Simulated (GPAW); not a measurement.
The system is MnO.

```
CELL_PARAMETERS angstrom
0.00000 2.22200 2.22200
2.22200 0.00000 2.22200
2.22200 2.22200 0.00000
ATOMIC_POSITIONS crystal
Mn 0.00000 0.00000 0.00000
O 0.50000 0.50000 0.50000
```

Base run:

```yaml
Program: GPAW 26.7.0
Functional: r2SCAN
Potentials_or_basis: GPAW PAW data sets (gpaw-data 1.2.1)
Cutoff: 800 eV
Basis: pw
k_mesh: 7 × 7 × 7
Occupations: fermi-dirac, width 0.05 eV
Spin: collinear spin, ferromagnetic start
Starting_moments: "[4.0, 0.0] μB"
Hubbard_terms: Mn d U = 2 eV
```

Its results: band gap on the k mesh 0.45 eV, indirect (least direct gap 3.21 eV); pressure 5.4 GPa; net moment 5.00 μB per cell; site moments Mn +4.51; O +0.17 μB.

The run is repeated on the same cell with these changes: hubbard terms from Mn d U = 2 eV to Mn d U = 8 eV. What comes out?

Band gap on the k mesh 1.76 eV, indirect (least direct gap 3.34 eV); pressure 9.2 GPa; net moment 5.00 μB per cell; site moments Mn +4.65; O +0.09 μB.

Caveats: the PAW data sets were made with another functional, which shifts forces and pressure a little; an odd mesh through Γ misses points on the zone boundary, where band edges often lie; a cell with one magnetic atom can't hold antiferromagnetic order, which such compounds often take.
